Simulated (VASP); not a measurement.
Output of a VASP run:

OUTCAR:
```
 ion  position               nearest neighbor table
   1  0.000  0.000  0.000-   3 2.74   3 2.74   2 2.74   3 2.74   2 2.74   2 2.74   3 2.74   2 2.74
  LATTYP: Found a face centered cubic cell.
 ALAT       =     6.3240000000
 Subroutine PRICEL returns:
 Original cell was already a primitive cell.
 Subroutine GETGRP returns: Found 48 space group operations
The static configuration has the point symmetry O_h .
The dynamic configuration has the point symmetry O_h .
 Subroutine INISYM returns: Found 48 space group operations
 Subroutine IBZKPT returns following result:
 Found     20 irreducible k-points:

 Following reciprocal coordinates:
            Coordinates               Weight
  0.000000  0.000000  0.000000      1.000000
  0.142857  0.000000  0.000000      8.000000
  0.285714  0.000000  0.000000      8.000000
  0.428571  0.000000  0.000000      8.000000
  0.142857  0.142857  0.000000      6.000000
  0.285714  0.142857  0.000000     24.000000
  0.428571  0.142857  0.000000     24.000000
 -0.428571  0.142857  0.000000     24.000000
 -0.285714  0.142857  0.000000     24.000000
 -0.142857  0.142857  0.000000     12.000000
  0.285714  0.285714  0.000000      6.000000
  0.428571  0.285714  0.000000     24.000000
 -0.428571  0.285714  0.000000     24.000000
 -0.285714  0.285714  0.000000     12.000000
  0.428571  0.428571  0.000000      6.000000
 -0.428571  0.428571  0.000000     12.000000
  0.428571  0.285714  0.142857     24.000000
 -0.428571  0.285714  0.142857     48.000000
 -0.428571  0.428571  0.142857     24.000000
 -0.285714  0.428571  0.142857     24.000000
   k-points           NKPTS =     20   k-points in BZ     NKDIM =     20   number of bands    NBANDS=     16
   number of dos      NEDOS =    301   number of ions     NIONS =      3
   total plane-waves  NPLWV =  46656
   dimension x,y,z NGX =    36 NGY =   36 NGZ =   36
   dimension x,y,z NGXF=    72 NGYF=   72 NGZF=   72
   ions per type =               1   2
   PREC   = accura    normal or accurate (medium, high low for compatibility)
   ISTART =      0    job   : 0-new  1-cont  2-samecut
   ICHARG =      2    charge: 1-file 2-atom 10-const
   ISPIN  =      1    spin polarized calculation?
   LNONCOLLINEAR =      F non collinear calculations
   LSORBIT =      F    spin-orbit coupling
   INIWAV =      1    electr: 0-lowe 1-rand  2-diag
   ENCUT  =  520.0 eV  38.22 Ry    6.18 a.u.   8.31  8.31  8.31*2*pi/ulx,y,z
   NELM   =    100;   NELMIN=  2; NELMDL= -5     # of ELM steps
   EDIFF  = 0.1E-05   stopping-criterion for ELM
   LREAL  =      F    real-space projection
   NLSPLINE    = F    spline interpolate recip. space projectors
   LMAXMIX     =    4 max onsite mixed and CHGCAR
   VOSKOWN=      0    Vosko Wilk Nusair interpolation
   EDIFFG = 0.1E-04   stopping-criterion for IOM
   NSW    =      0    number of steps for IOM
   NBLOCK =      1;   KBLOCK =      1    inner block; outer block
   IBRION =     -1    ionic relax: 0-MD 1-quasi-New 2-CG
   NFREE  =      0    steps in history (QN), initial steepest desc. (CG)
   ISIF   =      2    stress and relaxation
   ISYM   =      2    0-nonsym 1-usesym 2-fastsym
   TEIN   =    0.0    initial temperature
   TEBEG  =    0.0;   TEEND  =   0.0 temperature during run
   SMASS  =  -3.00    Nose mass-parameter (am)
   PSTRESS=    0.0 pullay stress
   NELECT =      24.0000    total number of electrons
   EFERMI =   0.00;   METHOD = LEGACY
   ISMEAR =     0;   SIGMA  =   0.05  broadening in eV -4-tet -1-fermi 0-gaus
   IALGO  =     38    algorithm
   LDIAG  =      T    sub-space diagonalisation (order eigenvalues)
   IMIX   =      4    mixing-type and parameters
     AMIX     =   0.40;   BMIX     =  1.00
     AMIX_MAG =   1.60;   BMIX_MAG =  1.00
     AMIN     =   0.10
   GGA     = PE    functional components
   VOSKOWN =     0    Vosko Wilk Nusair interpolation
   LHFCALC =     F    Hartree Fock is set to
   LHFONE  =     F    Hartree Fock one center treatment
   AEXX    =    0.0000 exact exchange contribution
...
```

**OSZICAR**
```
       N       E                     dE             d eps       ncg     rms          rms(c)
DAV:   1     0.159028006458E+03    0.15903E+03   -0.12954E+04   640   0.137E+03
DAV:   2    -0.121893245089E+02   -0.17122E+03   -0.16606E+03   824   0.290E+02
DAV:   3    -0.188115150857E+02   -0.66222E+01   -0.66164E+01   832   0.660E+01
DAV:   4    -0.189274548265E+02   -0.11594E+00   -0.11591E+00   912   0.736E+00
DAV:   5    -0.189300947193E+02   -0.26399E-02   -0.26399E-02   800   0.736E-01    0.839E+00
DAV:   6    -0.171051634399E+02    0.18249E+01   -0.10246E+01   640   0.244E+01    0.410E+00
DAV:   7    -0.170973860695E+02    0.77774E-02   -0.35773E-01   832   0.548E+00    0.204E+00
DAV:   8    -0.171148037768E+02   -0.17418E-01   -0.58678E-02   736   0.295E+00    0.271E-01
DAV:   9    -0.171240293868E+02   -0.92256E-02   -0.14371E-02   840   0.858E-01    0.151E-01
DAV:  10    -0.171267268001E+02   -0.26974E-02   -0.39980E-03   664   0.453E-01    0.440E-02
DAV:  11    -0.171267070148E+02    0.19785E-04   -0.39593E-04   856   0.156E-01    0.171E-02
DAV:  12    -0.171267303552E+02   -0.23340E-04   -0.61006E-05   648   0.594E-02    0.247E-03
DAV:  13    -0.171267306637E+02   -0.30851E-06   -0.92175E-07   712   0.784E-03
   1 F= -.17126731E+02 E0= -.17126731E+02  d E =-.785251E-22
```

File OUTCAR:
```
------------------------ aborting loop because EDIFF is reached ----------------------------------------
  FORCE on cell =-STRESS in cart. coord.  units (eV):
  Direction    XX          YY          ZZ          XY          YZ          ZX
  --------------------------------------------------------------------------------------
  Total       -0.3990965     -0.3990965     -0.3990965     -0.0000000     -0.0000000      0.0000000
  in kB      -10.1128359    -10.1128359    -10.1128359     -0.0000000     -0.0000000      0.0000000
  external PRESSURE =     -10.1128359 kB  Pullay stress =       0.0000000 kB
  volume of cell :       63.23
      direct lattice vectors                 reciprocal lattice vectors
     0.000000000  3.162000000  3.162000000    -0.158127767  0.158127767  0.158127767
     3.162000000  0.000000000  3.162000000     0.158127767 -0.158127767  0.158127767
     3.162000000  3.162000000  0.000000000     0.158127767  0.158127767 -0.158127767
 POSITION                                       TOTAL-FORCE (eV/Angst)
 -----------------------------------------------------------------------------------
      0.00000      0.00000      0.00000         0.000000     -0.000000     -0.000000
      1.58100      1.58100      1.58100        -0.000000     -0.000000     -0.000000
      4.74300      4.74300      4.74300         0.000000      0.000000      0.000000
 -----------------------------------------------------------------------------------
    total drift:                                0.000000      0.000000      0.000000
  FREE ENERGIE OF THE ION-ELECTRON SYSTEM (eV)
  ---------------------------------------------------
  free  energy   TOTEN  =       -17.1267306637 eV

  energy  without entropy=      -17.1267306637  energy(sigma->0) =      -17.12673066
```
(Selected blocks of OUTCAR.)

**POSCAR**
```
BaF2
1
    0.0000000000     3.1620000000     3.1620000000
    3.1620000000     0.0000000000     3.1620000000
    3.1620000000     3.1620000000     0.0000000000
Ba F
1 2
Direct
  0.0000000000   0.0000000000   0.0000000000
  0.2500000000   0.2500000000   0.2500000000
  0.7500000000   0.7500000000   0.7500000000
```

Problem. Write an INCAR and KPOINTS that could have produced this output.

Solution. Several could match; the one computed here: the input of the run itself, PBE GGA, plane waves, VASP's PBE PAW potentials (set 64).

**INCAR**
```
! general
SYSTEM  = BaF2
PREC    = Accurate
ENCUT   = 520
LREAL   = F
LASPH   = T

! electronic loop
EDIFF   = 1E-6
NELM    = 100
ALGO    = Normal
LMAXMIX = 4

! smearing
ISMEAR  = 0
SIGMA   = 0.05

! functional
GGA     = PE

! ions
ISIF    = 2

! output
LWAVE   = F
LCHARG  = F
```

File KPOINTS:
```
Automatic mesh
0
Monkhorst-Pack
7 7 7
0 0 0
```

POTCAR, in this order: Ba_sv F (PBE.64 set). Program: vasp_std.

The compound is BaF2 in the fluorite structure. The cell was not relaxed at this level. The run is one of a series of settings (KPOINTS 7×7×7 Monkhorst-Pack mesh against the base run), some of them coarse on purpose.
